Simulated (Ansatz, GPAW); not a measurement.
# NaF with PBE in single-zeta orbitals from a Python script

These are simulated results from GPAW 26.7.0, not measurements. The cell was built from a prototype and was relaxed with r2SCAN in plane waves (Ansatz 0.2.0). Not every such cell is a known phase. All runs are without spin polarisation.

Space group F-43m (No. 216), cubic; a = 5.063 Å in the conventional setting, 16.22 Å³ an atom. Na has 4 F at 2.19 Å; F has 4 Na at 2.19 Å.

The basis is minimal: single zeta, one radial function for each shell that the log's basis lists. It describes the filled bands fairly and the empty ones poorly.

The script, run.py:

```python
import json
from ase import Atoms
from gpaw import GPAW, PW, FermiDirac

atoms = Atoms(['Na', 'F'],
              cell=[[0.0, 2.531261, 2.531261], [2.531261, -0.0, 2.531261], [2.531261, 2.531261, -0.0]],
              scaled_positions=[[0.0, -0.0, -0.0], [0.25, 0.25, 0.25]],
              pbc=True)
calc = GPAW(mode='lcao', basis='sz(dzp)', h=0.2, xc='PBE', kpts={'size': (6, 6, 6), 'gamma': True},
            occupations=FermiDirac(0.02), maxiter=100, legacy_gpaw=True, txt='gpaw.txt')
atoms.calc = calc
res = {'energy': atoms.get_potential_energy(force_consistent=True)}
res['electrons'] = calc.get_number_of_electrons()
res['k'] = calc.get_ibz_k_points().tolist()
res['levels'] = [calc.get_eigenvalues(kpt=i).tolist() for i in range(len(res['k']))]
points = [[0.0, 0.0, 0.0], [-0.5, -0.5, 0.0], [-0.375, -0.375, 0.25], [-0.375, 0.0, 0.375], [0.0, 0.0, 0.5], [-0.5, -0.25, 0.25], [-0.072917, 0.0, 0.072917]]
bands = calc.fixed_density(kpts=points, symmetry='off', txt='bands.txt')
res['points'] = [bands.get_eigenvalues(kpt=i).tolist() for i in range(len(points))]
json.dump(res, open('results.json', 'w'))
print('free energy (eV):', round(res['energy'], 5))
```

Command: `python run.py`. It took 30 s on 1 thread of Arm Neoverse V1, on a shared host, peak memory 0.15 GiB.

The log gpaw.txt, trimmed of paths, versions and times, then the last line on the terminal. An iter line gives the energy in eV and the logarithms of the changes of orbitals (plane waves alone) and density (c: converged):

```
___ ___ ___ _ _ _
 |   |   |_  | | | |

 | | | | | . | | | |

 |__ |  _|___|_____|  26.7.0
 |___|_|

Input parameters:
  basis: sz(dzp)
  h: 0.2
  kpts: {gamma: True,
         size: (6, 6, 6)}
  maxiter: 100
  mode: lcao
  occupations: {fixmagmom: False,
                name: fermi-dirac,
                width: 0.02}
  xc: PBE

System changes: positions, numbers, cell, pbc, initial_charges, initial_magmoms

Initialize ...

species:
  Na:
    name:    Sodium
    Z:       11.0
    valence: 7
    core:    4
    charge:  0.0  # [|e|]
    compensation charges:
      type: gauss
      rc: 0.37  # [Å]
      lmax: 2
    cutoffs:
      filter: 2.17  # [Å]
      core: 2.59  # [Å]
    projectors
    | kind |    occ | energy [eV] | rcut [Å] |

    |------|--------|-------------|----------|

    |   3s |  1.000 |      -2.744 |    1.201 |

    |   2p |  6.000 |     -28.672 |    1.217 |

    |   3p |  0.000 |      -0.743 |    1.217 |

    |    s |        |      24.468 |    1.201 |

    |    d |        |       0.000 |    1.238 |

    LCAO basis set for Na:
      Name: sz(dzp)
      Number of radial functions: 3
      Number of spherical harmonics: 7
        l=0, rc=11.4062 Bohr: 3s-sz confined orbital
        l=1, rc=3.6719 Bohr: 2p-sz confined orbital
        l=1, rc=15.9375 Bohr: 3p-sz confined orbital
      Number of RI-basis functions 0

  F:
    name:    Fluorine
    Z:       9.0
    valence: 7
    core:    2
    charge:  0.0  # [|e|]
    compensation charges:
      type: gauss
      rc: 0.20  # [Å]
      lmax: 2
    cutoffs:
      filter: 1.14  # [Å]
      core: 0.74  # [Å]
    projectors
    | kind |    occ | energy [eV] | rcut [Å] |

    |------|--------|-------------|----------|

    |   2s |  2.000 |     -29.898 |    0.635 |

    |   2p |  5.000 |     -11.110 |    0.635 |

    |    s |        |      -2.687 |    0.635 |

    |    p |        |      16.102 |    0.635 |

    |    d |        |       0.000 |    0.635 |

    LCAO basis set for F:
      Name: sz(dzp)
      Number of radial functions: 2
      Number of spherical harmonics: 4
        l=0, rc=3.8594 Bohr: 2s-sz confined orbital
        l=1, rc=4.8750 Bohr: 2p-sz confined orbital
      Number of RI-basis functions 0

Reference energy: -7132.691283  # eV

Spin-paired calculation

Convergence criteria:
 Maximum [total energy] change in last 3 cyles: 0.0005 eV / valence electron
 Maximum integral of absolute [dens]ity change: 0.0001 electrons / valence electron
 Maximum integral of absolute [eigenst]ate change: 4e-08 eV^2 / valence electron
 Maximum number of scf [iter]ations: 100
 (Square brackets indicate name in SCF output, whereas a 'c' in
 the SCF output indicates the quantity has converged.)

Symmetries present (total): 24

  ( 1  0  0)  ( 1  0  0)  ( 1  0 -1)  ( 1  0 -1)  ( 1 -1  0)  ( 1 -1  0)
  ( 0  1  0)  ( 0  0  1)  ( 0  1 -1)  ( 0  0 -1)  ( 0 -1  1)  ( 0 -1  0)
  ( 0  0  1)  ( 0  1  0)  ( 0  0 -1)  ( 0  1 -1)  ( 0 -1  0)  ( 0 -1  1)

  ( 0  1  0)  ( 0  1  0)  ( 0  1 -1)  ( 0  1 -1)  ( 0  0  1)  ( 0  0  1)
  ( 1  0  0)  ( 0  0  1)  ( 1  0 -1)  ( 0  0 -1)  ( 1  0  0)  ( 0  1  0)
  ( 0  0  1)  ( 1  0  0)  ( 0  0 -1)  ( 1  0 -1)  ( 0  1  0)  ( 1  0  0)

  ( 0  0 -1)  ( 0  0 -1)  ( 0 -1  1)  ( 0 -1  1)  ( 0 -1  0)  ( 0 -1  0)
  ( 1  0 -1)  ( 0  1 -1)  ( 1 -1  0)  ( 0 -1  0)  ( 1 -1  0)  ( 0 -1  1)
  ( 0  1 -1)  ( 1  0 -1)  ( 0 -1  0)  ( 1 -1  0)  ( 0 -1  1)  ( 1 -1  0)

  (-1  1  0)  (-1  1  0)  (-1  0  1)  (-1  0  1)  (-1  0  0)  (-1  0  0)
  (-1  0  1)  (-1  0  0)  (-1  1  0)  (-1  0  0)  (-1  1  0)  (-1  0  1)
  (-1  0  0)  (-1  0  1)  (-1  0  0)  (-1  1  0)  (-1  0  1)  (-1  1  0)

216 k-points: 6 x 6 x 6 Monkhorst-Pack grid + [1/12,1/12,1/12]
16 k-points in the irreducible part of the Brillouin zone
       k-points in crystal coordinates                weights
   0:     0.00000000    0.00000000    0.00000000          1/216
   1:     0.16666667    0.16666667    0.00000000          6/216
   2:     0.16666667    0.16666667    0.16666667          8/216
   3:     0.33333333    0.16666667    0.16666667         12/216
   4:     0.33333333    0.33333333   -0.33333333         12/216
   5:     0.33333333    0.33333333    0.00000000          6/216
   6:     0.33333333    0.33333333    0.16666667         24/216
   7:     0.33333333    0.33333333    0.33333333          8/216
   8:     0.50000000    0.33333333   -0.33333333         24/216
   9:     0.50000000    0.33333333   -0.16666667         12/216
          ...
  15:     0.50000000    0.50000000    0.50000000          4/216

Wave functions: LCAO
  Diagonalizer: Serial LAPACK
  Atomic Correction: dense with blas
  Data-type: complex

Occupation numbers: Fermi-Dirac:
  width: 0.0200  # eV

Eigensolver
   LCAO using direct dense diagonalizer

Densities:
  Coarse grid: 16*16*16 grid
  Fine grid: 32*32*32 grid
  Total Charge: 0.000000

Density mixing:
  Method: separate
  Backend: msr1
  Linear mixing parameter: 0.05
  old densities: 10
  Width of damping distribution: 1.1
  Damping of long wavelength oscillations: 20

Hamiltonian:
  XC and Coulomb potentials evaluated on a 32*32*32 grid
  Using the PBE Exchange-Correlation functional
  Interpolation: tri-quintic (5. degree polynomial)
  Poisson solver: FastPoissonSolver using
    Stencil: 12*3+1=37 point O(h^6) finite-difference Laplacian
    FFT axes: [np.int64(0), np.int64(1), np.int64(2)]
    FST axes: []

XC parameters: PBE with 2 nearest neighbor stencil

Memory estimate:
  Process memory now: 109.56 MiB
  Calculator: 16.00 MiB
    Density: 6.52 MiB
      Arrays: 0.81 MiB
      Localized functions: 5.08 MiB
      Mixer: 0.62 MiB
    Hamiltonian: 0.91 MiB
      Arrays: 0.53 MiB
      XC: 0.00 MiB
      Poisson: 0.00 MiB
      vbar: 0.38 MiB
    Wavefunctions: 8.57 MiB
      C [qnM]: 0.03 MiB
      S, T [2 x qmm]: 0.06 MiB
      P [aqMi]: 0.00 MiB
      BasisFunctions: 8.48 MiB
      Eigensolver: 0.00 MiB

Total number of cores used: 1

Number of atoms: 2
Number of atomic orbitals: 11
Number of bands in calculation: 11
Number of valence electrons: 14
Bands to converge: occupied
Positions:
   0 Na     0.000000    0.000000    0.000000    ( 0.0000,  0.0000,  0.0000)
   1 F      1.265631    1.265631    1.265631    ( 0.0000,  0.0000,  0.0000)

Unit cell:
           periodic     x           y           z      points  spacing
  1. axis:    yes    0.000000    2.531261    2.531261    16     0.1827
  2. axis:    yes    2.531261   -0.000000    2.531261    16     0.1827
  3. axis:    yes    2.531261    2.531261   -0.000000    16     0.1827

  Lengths:   3.579744   3.579744   3.579744
  Angles:   60.000000  60.000000  60.000000

Effective grid spacing dv^(1/3) = 0.1993

iter:   1    -7.873874        c
iter:   2    -7.741324        c -1.24
iter:   3    -7.292300        c -1.28
iter:   4    -7.292238        c -1.83
iter:   5    -7.297775c       c -2.02
iter:   6    -7.297735c       c -3.30
iter:   7    -7.297735c       c -4.36c

Converged after 7 iterations.

Energy contributions relative to reference atoms: (reference = -7132.691283)

Kinetic:        +25.937427
Potential:      -23.312945
External:        +0.000000
XC:             -10.596446
Entropy (-ST):   -0.000000
Local:           +0.674229
SIC:             +0.000000
--------------------------
Free energy:     -7.297735
Extrapolated:    -7.297735

Showing only first 2 kpts
 Kpt  Band  Eigenvalues  Occupancy
  0     5     -2.26538    2.00000
  0     6     -2.25584    2.00000
  0     7      2.78073    0.00000
  0     8     17.07439    0.00000

  1     5     -2.40951    2.00000
  1     6     -2.40352    2.00000
  1     7      3.75635    0.00000
  1     8     15.68370    0.00000

Fermi level: -1.51300

Gap: 5.037 eV
Transition (v -> c):
  (s=0, k=0, n=6, [0.00, 0.00, 0.00]) -> (s=0, k=0, n=7, [0.00, 0.00, 0.00])
No difference between direct/indirect transitions

free energy (eV): -7.29774
```

The gap in the log is over the mesh alone; results.json adds the listed points. PBE in single-zeta orbitals gives a gap of 5.04 eV. On the same cell, plane-wave PBE (Ansatz, 8×8×8 k points and the special points) gives a gap of 5.63 eV and r2SCAN a gap of 6.26 eV; on shared hosts these took about 1.6 and 4.3 core-seconds on the 2-atom cell, against 30 for the script. Semilocal gaps usually lie below measured ones.
